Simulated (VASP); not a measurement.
# AgCl: lattice, stiffness and zone-centre modes, part 2 of 2

What lattice, stiffness and vibrations does AgCl have at one level of theory? The starting structure is a computed structure from the Materials Project. All runs use LDA.

VASP 6.6.1.

So far. Step 3 (Elastic constants): The elastic tensor has C11 = 98.3, C12 = 55.4, C44 = 4.5 GPa; its Hill averages are a bulk modulus of 69.7 and a shear modulus of 8.9 GPa. Step 4 (Modes of the relaxed cell): The zone-centre modes at 19.197 Å³ an atom are T1u 130.5 cm⁻¹.

## 5. Modes at 0.97 of that volume (continued)

Level of this step: LDA; plane waves and PAW (Ag, Cl) (VASP).

OUTCAR, selected parts (step 5):

```text
  Total        0.5293430      0.5293430      0.5293430      0.0000000      0.0000000      0.0000000
  in kB       22.7721820     22.7721820     22.7721820      0.0000000      0.0000000      0.0000000
  external PRESSURE =      22.7721820 kB  Pullay stress =       0.0000000 kB

 POSITION                                       TOTAL-FORCE (eV/Angst)
 -----------------------------------------------------------------------------------
      0.00000      0.00000      0.00000        -0.000000      0.000000     -0.000000
      2.65056      2.65056      2.65056         0.000000     -0.000000      0.000000
 -----------------------------------------------------------------------------------
    total drift:                                0.000000      0.000000      0.000000

 MACROSCOPIC STATIC DIELECTRIC TENSOR (including local field effects in DFT)
 ------------------------------------------------------
           5.868730     0.000000     0.000000
          -0.000000     5.868730     0.000000
           0.000000    -0.000000     5.868730
 ------------------------------------------------------

 MACROSCOPIC STATIC DIELECTRIC TENSOR IONIC CONTRIBUTION
 ------------------------------------------------------
           4.601205     0.000000     0.000000
           0.000000     4.601205     0.000000
           0.000000     0.000000     4.601205
 ------------------------------------------------------

[... 1 part as in an earlier step ...]

[... 1 further part left out ...]
```

The zone-centre modes at 18.621 Å³ an atom are T1u 144.7 cm⁻¹.

## 6. Modes at 1.03 of that volume

Shape and positions were first relaxed at this volume, in a run that isn't shown.

Contents of INCAR:

```
SYSTEM = AgCl
PREC = Accurate
ENCUT = 500
EDIFF = 1E-08
NELM = 100
ISMEAR = 0
SIGMA = 0.03
LREAL = .FALSE.
ALGO = Normal
GGA = CA
NBANDS = 15
LASPH = .TRUE.
LORBIT = 11
LWAVE = .FALSE.
LCHARG = .FALSE.
KPAR = 4
IBRION = 8
LEPSILON = .TRUE.
LPEAD = .TRUE.
ISIF = 2
```

Contents of POSCAR:

```
AgCl
1.0
    0.0000000000      2.7041214980      2.7041214980
    2.7041214980      0.0000000000      2.7041214980
    2.7041214980      2.7041214980      0.0000000000
Ag Cl
1 1
Direct
    0.0000000000      0.0000000000      0.0000000000
    0.5000000000      0.5000000000      0.5000000000
```

Contents of KPOINTS:

```
Automatic mesh
0
Gamma
14 14 14
0 0 0
```

Potentials, in the order of the species: Ag and Cl (LDA family, release 64).

Started as:

```console
> mpirun -np 4 vasp_std
```

What it wrote:

```text
[... set-up lines as in an earlier step ...]
 entering main loop
       N       E                     dE             d eps       ncg     rms          rms(c)
DAV:   1     0.991233455583E+02    0.99123E+02   -0.85811E+03  3176   0.106E+03
DAV:   2    -0.330524452841E+01   -0.10243E+03   -0.95260E+02  3806   0.233E+02
DAV:   3    -0.691722166629E+01   -0.36120E+01   -0.36033E+01  3799   0.466E+01
DAV:   4    -0.694258281971E+01   -0.25361E-01   -0.25359E-01  3988   0.426E+00
[...]
DAV:  11    -0.678645445833E+01   -0.28114E-06   -0.62988E-07  4023   0.737E-03    0.283E-03
DAV:  12    -0.678645440233E+01    0.55998E-07   -0.20258E-07  3918   0.333E-03    0.716E-04
DAV:  13    -0.678645440450E+01   -0.21735E-08   -0.14592E-08  3424   0.102E-03
   1 F= -.67864544E+01 E0= -.67864544E+01  d E =-.477763E-15
 Linear response reoptimize wavefunctions to high precision
DAV:   1    -0.678645440441E+01    0.91632E-10   -0.19069E-10  2960   0.106E-04
 Linear response to external field (no local field effect), progress :
  Direction:   1
[...]
RMM:  10    -0.302450915712E+00    0.89649E-08   -0.12858E-08 11892   0.409E-05    0.441E-07
 first order change of Fermi-energy   0.40739E-01
 force on displaced ion       1 direction 1 :  -1.333   0.000   0.000
 Born effective charge ion    1 direction 1 :   1.421   0.000   0.000
 Linear response progress:
  Degree of freedom:   2/  2
       N       E                     dE             d eps       ncg     rms          rms(c)
RMM:   1    -0.185819187868E+00   -0.18582E+00    0.39633E-02 16952   0.265E+00
RMM:   2    -0.184166774075E+00    0.16524E-02   -0.19439E-03 11405   0.312E-01    0.710E-02
RMM:   3    -0.184351601757E+00   -0.18483E-03   -0.41057E-05 11787   0.446E-02    0.370E-02
RMM:   4    -0.184564695354E+00   -0.21309E-03   -0.18871E-05 11935   0.257E-02    0.467E-03
[...]
RMM:   9    -0.184562567379E+00    0.82758E-06   -0.21871E-08 12384   0.144E-04    0.850E-06
RMM:  10    -0.184562561339E+00    0.60400E-08   -0.21768E-07 12989   0.491E-05    0.242E-06
RMM:  11    -0.184562569512E+00   -0.81728E-08   -0.78547E-08 11969   0.353E-05    0.838E-07
 first order change of Fermi-energy  -0.38729E-01
 force on displaced ion       2 direction 1 :  -1.326   0.000   0.000
 Born effective charge ion    2 direction 1 :  -1.421   0.000   0.000
 Born effective charges drift removed
 Linear response finished
```

The job ended after 4.3 min (4 MPI ranks of AMD EPYC 7R43, shared host; peak memory 2.3 GiB; 17 min of CPU time).

Parts of OUTCAR (step 6):

```text
  Total       -0.4743854     -0.4743854     -0.4743854      0.0000000     -0.0000000      0.0000000
  in kB      -19.2191098    -19.2191098    -19.2191098      0.0000000     -0.0000000      0.0000000
  external PRESSURE =     -19.2191098 kB  Pullay stress =       0.0000000 kB

 POSITION                                       TOTAL-FORCE (eV/Angst)
 -----------------------------------------------------------------------------------
      0.00000      0.00000      0.00000         0.000000      0.000000      0.000000
      2.70412      2.70412      2.70412        -0.000000     -0.000000     -0.000000
 -----------------------------------------------------------------------------------
    total drift:                                0.000000      0.000000      0.000000

 MACROSCOPIC STATIC DIELECTRIC TENSOR (including local field effects in DFT)
 ------------------------------------------------------
           5.650391    -0.000000     0.000000
          -0.000000     5.650391     0.000000
          -0.000000    -0.000000     5.650391
 ------------------------------------------------------

 MACROSCOPIC STATIC DIELECTRIC TENSOR IONIC CONTRIBUTION
 ------------------------------------------------------
           6.947630     0.000000     0.000000
           0.000000     6.947630     0.000000
           0.000000     0.000000     6.947630
 ------------------------------------------------------

[... 1 part as in an earlier step ...]

[... 1 further part left out ...]
```

The zone-centre modes at 19.773 Å³ an atom are T1u 116.3 cm⁻¹.

## 7. The runs compared

```
                         run  volume (Å³/atom)    T1u  core minutes
                  relaxation            19.197      -          0.28
           elastic constants            19.197      -          26.7
   modes of the relaxed cell            19.197  130.5          18.5
modes at 0.97 of that volume            18.621  144.7          17.3
modes at 1.03 of that volume            19.773  116.3          17.1
```

Modes are in cm⁻¹, degenerate ones as one, matched by symmetry and order. A number in brackets counts the listed modes of one symmetry from the lowest. The symmetry labels come from an automatic analysis and can be wrong where levels nearly coincide. Core minutes are wall time times ranks of the run shown, on a shared host.

## 8. Summary of results

```yaml
relaxed_volume: 19.20 Å³/atom
bulk_modulus_from_two_volumes: 69.8 GPa
hill_shear_modulus: 8.94 GPa
mode_t1u: 130.5 cm⁻¹
grueneisen_parameter_of_t1u: 3.63
```

In words: At the LDA level AgCl relaxes to 19.20 Å³ an atom. The bulk modulus is 69.8 GPa from the pressures at two volumes and 69.7 GPa as the Hill average of the elastic tensor, so the two routes agree. The mode Grüneisen parameters, from the cells at 0.97 and 1.03 of the volume, come to 3.63 (T1u). The dielectric constants and Born charges in the logs aren't compared here; at a small gap they can be far off, and in a run without a gap they mean nothing. The frequencies are harmonic, and the splitting of polar modes by their long-range field is left out. All values are for a static lattice. Further runs on this material are not shown.

[Lines on the potential files, build, host, timing and source positions are cut from VASP's logs without a mark.]

[Logs are printed without paths, hosts, clocks, repeated set-up lines and the standing remarks that a program may print on its own settings, such as how far it seeks lower states.]

[Hosts, paths, dates, database ids (printed as entryN), source tags and the programs' standing remarks are cut or masked in the printed files.]
